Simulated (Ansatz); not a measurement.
# CuI: the cost of one run

Method: DFT LDA, scalar-relativistic, in Ansatz 0.2.0.

**1. Starting point**

Symmetry: Cmcm, No. 63, orthorhombic system. The conventional cell has a = 7.466 Å, b = 7.422 Å, c = 4.307 Å, α = 90.00°, β = 90.00°, γ = 90.00°. Around Cu (site symmetry m2m) lie 2 Cu at 2.46 Å and 3 I at 2.58 to 2.59 Å. I (site symmetry m2m) has 3 Cu at 2.58 to 2.59 Å as nearest neighbours.

Structure file:

```
CELL_PARAMETERS angstrom
3.73317 -3.71109 0.00000
3.73317 3.71109 0.00000
0.00000 0.00000 4.30700
ATOMIC_POSITIONS crystal
Cu 0.42044 0.57956 0.75000
Cu 0.57956 0.42044 0.25000
I 0.77004 0.22996 0.75000
I 0.22996 0.77004 0.25000
```

Atoms are numbered in the order of the input: Cu1, Cu2, I3, I4.

**2. After the deformation**

Space group Cmcm before, Cmcm after.

**3. All-electron LAPW**

File input.yaml:

```yaml
crystal:
  lattice:
    - [3.8451626177, -3.8224189611, 0.0]
    - [3.8451626177, 3.8224189611, 0.0]
    - [0.0, 0.0, 4.30699767]
  atoms:
    - { symbol: Cu, position: [0.42043883, 0.57956117, 0.75] }
    - { symbol: Cu, position: [0.57956117, 0.42043883, 0.25] }
    - { symbol: I, position: [0.77004268, 0.22995732, 0.75] }
    - { symbol: I, position: [0.22995732, 0.77004268, 0.25] }
kpoints:
  mp_grid: { grid: [5, 5, 6] }
  band_path:
    path:
      - [0.0, 0.0, 0.0]
      - [0.5, 0.5, 0.0]
      - [0.4970513089, 0.5029486911, 0.0]
      - [-0.4970513089, 0.4970513089, 0.0]
      - [0.0, 0.0, 0.0]
      - [0.0, 0.0, 0.5]
      - [-0.4970513089, 0.4970513089, 0.5]
      - [0.4970513089, 0.5029486911, 0.5]
      - [0.5, 0.5, 0.5]
    npoints: 5
scf:
  occupations: { method: fermi_dirac, width: 0.02 }
hamiltonian:
  xc: lda
  pseudopotentials: { kind: all_electron, lapw: { basis_error: 0.0005 } }
output:
  forces: true
  stress: true
  eigenvalues: true
```

Run with:

```
> ansatz run input.yaml --threads 1 --pin off --max-ram 6144MiB --backend cpu --events-out ev --progress --plain --runs-dir out
```

What time and memory should one allow on 1 thread of Arm Neoverse V2, shared host?

About 1.9 min, with a peak of 0.74 GiB.
